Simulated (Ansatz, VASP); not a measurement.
# Ni in VASP and in Ansatz

```xyz
2
Lattice="0.0000 1.7429 4.0810 1.6828 0.0000 4.0810 1.6828 1.7429 0.0000" Properties=species:S:1:pos:R:3 pbc="T T T"
Ni    1.6828    1.7429    1.1580
Ni    1.6828    1.7429    7.0041
```

Alike in both runs: task relaxation of cell and atoms; functional PBE; k mesh 8 × 8 × 8; occupations gaussian, width 0.1 eV; collinear spin.

```csv
,VASP,Ansatz
version,VASP 6.6.1,Ansatz 0.2.0
potentials or method,"VASP PAW PBE potentials, release 64 (Ni)","scalar-relativistic, plane waves, PAW"
plane-wave cutoff (eV),600,420
valence electrons in the cell,20,36
```

```tsv
	VASP	Ansatz	Ansatz less VASP
gap on the k mesh at the Fermi level, each at its own relaxed structure (eV)	none	none	-
net moment per atom (μB)	0.68	0.70	+0.019
size of the moment on the site where the two differ most (μB)	0.69	0.74	+0.045
relaxed volume (Å³/atom)	11.98	11.98	+0.004
relaxed cell length with the largest relative difference (Å)	4.435	4.425	-0.0102
```

Site moments also hang on the region over which each program counts them. A gap of «none» marks a metal or a gap that the smearing closes. The two sets of potentials don't hold the same shells in valence.
